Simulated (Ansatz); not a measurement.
The system is TePb.

```
CELL_PARAMETERS angstrom
0.00000 3.23100 3.23100
3.23100 0.00000 3.23100
3.23100 3.23100 0.00000
ATOMIC_POSITIONS crystal
Pb 0.00000 0.00000 0.00000
Te 0.50000 0.50000 0.50000
```

| Quantity | Value |
| --- | --- |
| Program | Ansatz 0.2.0 |
| Task | relaxation of cell and atoms |
| Functional | PBEsol |
| Dispersion | D4 |
| Potentials or basis | Ansatz PAW |
| Cutoff | 420 eV (not typed: the program's choice for these potentials) |
| k mesh | 7 × 7 × 7 |
| Occupations | fermi-dirac, width 0.05 eV |
| Spin | no spin polarisation |

At the start: volume 33.73 Å³/atom.

**Question.** How do energy, volume and symmetry change on relaxing?

**Answer.** It ends after 4 steps and the volume is 32.62 Å³/atom (-3.3 %); space group Fm-3m (No. 225, to 0.05 Å).

Step by step:
```tsv
step	energy change (eV)	largest force (eV/Å)	volume (Å³)
1	0.0000	0.0000	67.46
2	-0.0103	0.0000	64.47
3	-0.0114	0.0000	65.23
4	-0.0111	0.0000	65.23
```

Final structure:
```
Pb Te
1.0
     0.00000    3.19504    3.19504
     3.19504    0.00000    3.19504
     3.19504    3.19504    0.00000
Pb Te
1 1
Direct
  0.00000 0.00000 0.00000
  0.50000 0.50000 0.50000
```

Caveat: the plane-wave basis is chosen anew once the cell has moved, so the energies of steps on either side of that aren't comparable; the PAW data sets come from PBE, with cores solved anew for the run's functional, which leaves a small shift of forces and pressure.
